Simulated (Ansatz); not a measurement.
**ZnS in Ansatz: the effect of functional**

The system is ZnS.

```xyz
2
Lattice="0.0000 2.7020 2.7020 2.7020 0.0000 2.7020 2.7020 2.7020 0.0000" Properties=species:S:1:pos:R:3 pbc="T T T"
Zn    4.0530    4.0530    4.0530
S     0.0000    0.0000    0.0000
```

Alike in all runs:

| Quantity | Value |
| --- | --- |
| Program | Ansatz 0.2.0 |
| Task | single point |
| Potentials or basis | all-electron PAW datasets made for the crystal |
| k mesh | 6 × 6 × 6 |
| Occupations | fermi-dirac, width 0.05 eV |
| Spin | no spin polarisation |

Q: One run gave: gap on the mesh 2.11 eV; pressure 1.6 GPa. Which functional did it use?
A. HSE06
B. PBE
C. PBE0

A: B.

```csv
functional,cutoff,gap on the mesh (eV),pressure (GPa)
PBE,280 eV (chosen from the basis error),2.11,1.6
HSE06,310 eV (chosen from the basis error),3.34,0.9
PBE0,310 eV (chosen from the basis error),4.01,0.7
```

